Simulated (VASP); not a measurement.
Input of a VASP 6.6.1 run:

Contents of POSCAR:

```
Mg
1.0
    3.6000000000      0.0000000000      0.0000000000
    0.0000000000      3.6000000000      0.0000000000
    0.0000000000      0.0000000000      3.6000000000
Mg
2
Direct
    0.0000000000      0.0000000000      0.0000000000
    0.5000000000      0.5000000000      0.5000000000
```

INCAR.step1

```
SYSTEM = Mg
PREC = Accurate
ENCUT = 600
ISMEAR = -1
SIGMA = 0.05
LREAL = .FALSE.
LASPH = .TRUE.
NELM = 100
GGA = PE
ALGO = Normal
EDIFF = 1E-4
LWAVE = .TRUE.
LCHARG = .FALSE.
```

File INCAR.step2:

```
SYSTEM = Mg
PREC = Accurate
ENCUT = 600
EDIFF = 1E-6
ISMEAR = -1
SIGMA = 0.05
LREAL = .FALSE.
LASPH = .TRUE.
NELM = 100
ALGO = Normal
ISIF = 8
LWAVE = .FALSE.
LCHARG = .FALSE.
METAGGA = R2SCAN
LMIXTAU = .TRUE.
IBRION = 2
NSW = 80
EDIFFG = -0.02
ISTART = 1
```

KPOINTS

```
Automatic mesh
0
G
  6 6 6
  0 0 0
```

Potentials or basis: VASP PAW PBE potentials, release 64 (Mg).

Launch:

```sh
$ cat potpaw_PBE.64/Mg/POTCAR > POTCAR
$ cp INCAR.step1 INCAR
$ mpirun -np 1 vasp_std > vasp.out
$ cp INCAR.step2 INCAR
$ mpirun -np 1 vasp_std > vasp.out
```

Question: What does it give for the relaxed cell?

Answer: a = 3.552 Å, b = 3.552 Å, c = 3.552 Å, α = 90.00°, β = 90.00°, γ = 90.00°.

Question: Estimate the band gap on the k mesh.

Answer: None (metal or under the smearing width).

Step by step:
| step | energy change (eV) | largest force (eV/Å) | pressure (GPa) | volume (Å³) |
| --- | --- | --- | --- | --- |
| 1 | 0.0000 | 0.0000 | -1.49 | 46.66 |
| 2 | -0.0085 | 0.0000 | -0.34 | 45.21 |
| 3 | -0.0089 | 0.0000 | -0.02 | 44.83 |

Caveat: the PAW data sets were made with another functional, which shifts forces and pressure a little.
